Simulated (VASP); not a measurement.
TiS2:

```xyz
3
Lattice="3.4120 0.0000 0.0000 -1.7060 2.9549 0.0000 0.0000 0.0000 5.6950" Properties=species:S:1:pos:R:3 pbc="T T T"
Ti    0.0000    0.0000    0.0000
S     0.0000    1.9699    1.4238
S     1.7060    0.9850    4.2713
```

* Program: VASP 6.6.1
* Task: relaxation of cell and atoms
* Functional: PBE
* Potentials or basis: VASP PAW PBE potentials, release 64 (Ti_sv, S)
* Cutoff: 600 eV
* k mesh: 12 × 12 × 7
* Occupations: methfessel-paxton, width 0.1 eV
* Spin: no spin polarisation

At the start: pressure 0.4 GPa; volume 19.14 Å³/atom.

How do energy, volume and symmetry change on relaxing?

Over 20 steps the energy falls by 11.3 meV/atom and the volume is 21.79 Å³/atom (+13.8 %); space group P-3m1 (No. 164, to 0.05 Å).

Step by step:
```
step  energy change (eV)  largest force (eV/Å)  pressure (GPa)  volume (Å³)
   1              0.0000                0.1379            0.39        57.42
   2             -0.0040                0.1573            0.17        57.80
   3             -0.0128                0.2129           -0.47        58.95
   4             -0.0193                0.3226           -1.51        61.27
   5             -0.0208                0.3023           -1.37        61.32
   6             -0.0248                0.2396           -0.98        61.48
   7             -0.0298                0.1103           -0.15        61.79
   8             -0.0277                0.1672            1.60        62.40
   9             -0.0310                0.0003            0.51        62.03
  10             -0.0310                0.0069            0.48        62.01
  11             -0.0314                0.0072            0.44        62.19
  12             -0.0324                0.0067            0.29        62.71
  13             -0.0335                0.0054            0.01        63.76
  14             -0.0336                0.0043           -0.10        64.22
  15             -0.0336                0.0046           -0.09        64.27
  16             -0.0336                0.0043           -0.13        64.37
  17             -0.0337                0.0116           -0.03        64.55
  18             -0.0337                0.0355            0.12        64.80
  19             -0.0338                0.0192            0.05        65.06
  20             -0.0339                0.0006           -0.02        65.36
```

Final structure:
```xyz
3
Lattice="3.4150 0.0000 0.0000 -1.7075 2.9574 0.0000 0.0000 0.0000 6.4713" Properties=species:S:1:pos:R:3 pbc="T T T"
Ti    0.0000    0.0000    0.0000
S     0.0000    1.9716    1.4195
S     1.7075    0.9858    5.0519
```

Caveat: this functional lacks dispersion, which binds the layers, so the pressure and a relaxed spacing across them are unreliable; the volume moved by +14 % from the deposited cell, more than functionals usually miss.
